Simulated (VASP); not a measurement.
# Ru (Fm-3m) in VASP: density of states with LAK

Aim: the density of states of Ru with LAK.

All numbers are computed with VASP 6.6.1; they aren't measurements. Logs are shortened: lines on timing, memory, paths and dates and some standing lists are left out, and cuts for length are marked.

**1. The undisturbed crystal**

The structure is cubic, space group Fm-3m (No. 225). The conventional cell has a = 3.830 Å, b = 3.830 Å, c = 3.830 Å, α = 90.00°, β = 90.00°, γ = 90.00°. Ru (site symmetry m-3m) is surrounded by 12 Ru at 2.71 Å.

This isn't the form of Ru at room conditions, which is hcp.

**2. Density of states, LAK (volume scaled by 1.04)**

File INCAR:

```
ALGO = Normal
EDIFF = 1E-6
ENCUT = 520
ISIF = 2
ISMEAR = -5
LASPH = T
LCHARG = F
LMAXMIX = 4
LMIXTAU = T
LORBIT = 11
LREAL = F
LWAVE = F
METAGGA = LAK
NEDOS = 2001
NELM = 60
PREC = Accurate
SIGMA = 0.01
```

File KPOINTS:

```
k-points
0
Gamma
  12 12 12
```

File POSCAR:

```
Ru
1.0
    0.0000000000      1.9402002583      1.9402002583
    1.9402002583      0.0000000000      1.9402002583
    1.9402002583      1.9402002583      0.0000000000
Ru
1
Cartesian
    0.0000000000      0.0000000000      0.0000000000
```

Potentials or basis: VASP PAW PBE potentials, release 64 (Ru_pv).

Run with:

```
> cat potpaw_PBE.64/Ru_pv/POTCAR > POTCAR
> mpirun -np 1 vasp_std > vasp.out
```

OUTCAR:

```text
EDIFF = 1E-6
   ENCUT = 520
   ISIF = 2
   ISMEAR = -5
   LASPH = T
   LORBIT = 11
   LREAL = F
   METAGGA = LAK
   NELM = 60
   PREC = Accurate

 ion  position               nearest neighbor table
   1  0.000  0.000  0.000-

  LATTYP: Found a face centered cubic cell.
 ALAT       =     3.8804005166

  Lattice vectors:

 A1 = (   0.0000000000,   1.9402002583,   1.9402002583)
 A2 = (   1.9402002583,   0.0000000000,   1.9402002583)
 A3 = (   1.9402002583,   1.9402002583,   0.0000000000)

Analysis of symmetry for initial positions (statically):
=====================================================================
 Subroutine PRICEL returns:
 Original cell was already a primitive cell.

 Routine SETGRP: Setting up the symmetry group for a
 face centered cubic supercell.

 Subroutine GETGRP returns: Found 48 space group operations
 (whereof 48 operations were pure point group operations)
 out of a pool of 48 trial point group operations.

The static configuration has the point symmetry O_h .

Analysis of symmetry for dynamics (positions and initial velocities):
=====================================================================
 Subroutine PRICEL returns:
 Original cell was already a primitive cell.

 Routine SETGRP: Setting up the symmetry group for a
 face centered cubic supercell.

 Subroutine GETGRP returns: Found 48 space group operations
 (whereof 48 operations were pure point group operations)
 out of a pool of 48 trial point group operations.

The dynamic configuration has the point symmetry O_h .

 Subroutine INISYM returns: Found 48 space group operations
 (whereof 48 operations are pure point group operations),
 and found     1 'primitive' translations

----------------------------------------------------------------------------------------
[... 483 lines left out ...]
     11      21.5534      0.00000

 [... further k-points ...]

------------------------ aborting loop because EDIFF is reached ----------------------------------------

 total charge

# of ion       s       p       d       tot
------------------------------------------
    1        0.375   6.264   5.878  12.517

  FORCE on cell =-STRESS in cart. coord.  units (eV):
  Direction    XX          YY          ZZ          XY          YZ          ZX
  --------------------------------------------------------------------------------------
  -------------------------------------------------------------------------------------
  Total       -0.8145624     -0.8145624     -0.8145624      0.0000000     -0.0000000      0.0000000
  in kB      -89.3439798    -89.3439798    -89.3439798      0.0000000     -0.0000000      0.0000000
  external PRESSURE =     -89.3439798 kB  Pullay stress =       0.0000000 kB

 VOLUME and BASIS-vectors are now :
 -----------------------------------------------------------------------------
  energy-cutoff  :      520.00
  volume of cell :       14.61
      direct lattice vectors                 reciprocal lattice vectors
     0.000000000  1.940200258  1.940200258    -0.257705357  0.257705357  0.257705357
     1.940200258  0.000000000  1.940200258     0.257705357 -0.257705357  0.257705357
     1.940200258  1.940200258  0.000000000     0.257705357  0.257705357 -0.257705357

  length of vectors
     2.743857519  2.743857519  2.743857519     0.446358772  0.446358772  0.446358772

 FORCES acting on ions
    electron-ion (+dipol)            ewald-force                    non-local-force                 convergence-correction
 -----------------------------------------------------------------------------------------------
   0.367E-14 0.198E-14 0.133E-13   -.209E-15 0.391E-14 0.245E-14   0.827E-24 0.827E-24 0.827E-24   0.556E-13 -.543E-14 0.195E-13
 -----------------------------------------------------------------------------------------------
   0.419E-14 0.134E-14 0.134E-13   -.209E-15 0.391E-14 0.245E-14   0.827E-24 0.827E-24 0.827E-24   0.556E-13 -.543E-14 0.195E-13

 POSITION                                       TOTAL-FORCE (eV/Angst)
 -----------------------------------------------------------------------------------
      0.00000      0.00000      0.00000        -0.000000     -0.000000     -0.000000
 -----------------------------------------------------------------------------------
    total drift:                                0.000000     -0.000000      0.000000

--------------------------------------------------------------------------------------------------------

  FREE ENERGIE OF THE ION-ELECTRON SYSTEM (eV)
  ---------------------------------------------------
  free  energy   TOTEN  =        19.6039931138 eV

  energy  without entropy=       19.6039931138  energy(sigma->0) =       19.60399311

--------------------------------------------------------------------------------------------------------

--------------------------------------------------------------------------------------------------------

 -----------------------------------------------------------------------------
|                                                                             |
|           W    W    AA    RRRRR   N    N  II  N    N   GGGG   !!!           |
|           W    W   A  A   R    R  NN   N  II  NN   N  G    G  !!!           |
|           W    W  A    A  R    R  N N  N  II  N N  N  G       !!!           |
|           W WW W  AAAAAA  RRRRR   N  N N  II  N  N N  G  GGG   !            |
|           WW  WW  A    A  R   R   N   NN  II  N   NN  G    G                |
|           W    W  A    A  R    R  N    N  II  N    N   GGGG   !!!           |
|                                                                             |
|     Tetrahedron method does not include variations of the Fermi             |
|     occupations, so forces and stress will be inaccurate. We suggest        |
|     using a different smearing scheme ISMEAR = 1 or 2 for metals in         |
|     relaxations.                                                            |
|                                                                             |
 -----------------------------------------------------------------------------

 total charge

# of ion       s       p       d       tot
------------------------------------------
    1        0.375   6.264   5.878  12.517

 BZINTS: Fermi energy:   11.614151;   14.000000 electrons
         Band energy:-0.127487E+03;  BLOECHL correction:   -0.067841

=======================================================================

 General timing and accounting informations for this job:
 ========================================================
```

Run time: 42 s. Hardware: 1 thread of Intel Xeon Platinum 8488C (Sapphire Rapids), shared host; peak memory 0.13 GiB.

What came out:

- Free energy: 19.6040 eV
- Pressure: -8.9 GPa
- Band gap on the k mesh: none (metal or under the smearing width)
- Valence electrons inside the program's atomic spheres: Ru 12.52

Levels at points of the mesh, in eV from the Fermi level:
```tsv
k point	band 3	band 4	band 5	band 6	band 7	band 8	band 9	band 10	band 11
(0.00, 0.00, 0.00)	-44.04	-7.71	-2.39	-2.39	-2.39	-0.15	-0.15	8.72	15.64
(0.50, 0.00, 0.00)	-44.17	-5.80	-2.52	-2.52	1.09	1.60	1.60	8.71	9.95
(0.50, 0.50, 0.00)	-44.37	-6.00	-5.62	1.52	2.10	2.10	3.64	8.71	13.54
```

States per cell in windows of 0.5 eV (zero at the Fermi level; states under -8 eV left out):
| from (eV) | total | Ru1_d | Ru1_s | Ru1_p |
| --- | --- | --- | --- | --- |
| -8.0 | 0.00 | 0.00 | 0.00 | 0.00 |
| -7.5 | 0.02 | 0.00 | 0.01 | 0.00 |
| -7.0 | 0.03 | 0.00 | 0.02 | 0.00 |
| -6.5 | 0.06 | 0.00 | 0.03 | 0.00 |
| -6.0 | 0.24 | 0.11 | 0.05 | 0.01 |
| -5.5 | 0.71 | 0.42 | 0.09 | 0.02 |
| -5.0 | 0.89 | 0.60 | 0.07 | 0.03 |
| -4.5 | 0.64 | 0.46 | 0.03 | 0.02 |
| -4.0 | 0.56 | 0.41 | 0.01 | 0.03 |
| -3.5 | 0.54 | 0.41 | 0.01 | 0.02 |
| -3.0 | 0.72 | 0.54 | 0.02 | 0.04 |
| -2.5 | 0.96 | 0.76 | 0.02 | 0.04 |
| -2.0 | 0.69 | 0.56 | 0.01 | 0.03 |
| -1.5 | 0.62 | 0.49 | 0.01 | 0.03 |
| -1.0 | 0.69 | 0.58 | 0.01 | 0.03 |
| -0.5 | 0.62 | 0.54 | 0.01 | 0.02 |
| 0.0 | 0.52 | 0.46 | 0.00 | 0.01 |
| 0.5 | 0.59 | 0.54 | 0.00 | 0.01 |
| 1.0 | 0.76 | 0.71 | 0.00 | 0.01 |
| 1.5 | 0.61 | 0.57 | 0.00 | 0.01 |
| 2.0 | 0.15 | 0.12 | 0.01 | 0.01 |
| 2.5 | 0.12 | 0.07 | 0.01 | 0.01 |
| 3.0 | 0.12 | 0.07 | 0.01 | 0.02 |
| 3.5 | 0.12 | 0.07 | 0.01 | 0.02 |
| 4.0 | 0.13 | 0.07 | 0.01 | 0.03 |
| 4.5 | 0.12 | 0.06 | 0.01 | 0.03 |
| 5.0 | 0.12 | 0.05 | 0.01 | 0.03 |
| 5.5 | 0.12 | 0.05 | 0.01 | 0.03 |
| 6.0 | 0.11 | 0.04 | 0.01 | 0.03 |
| 6.5 | 0.10 | 0.04 | 0.04 | 0.03 |
| 7.0 | 0.10 | 0.03 | 0.08 | 0.02 |
| 7.5 | 0.09 | 0.03 | 0.15 | 0.02 |

Caveat: the PAW data sets were made with another functional, which shifts forces and pressure a little; tetrahedron occupations give inexact forces and stress in metals.
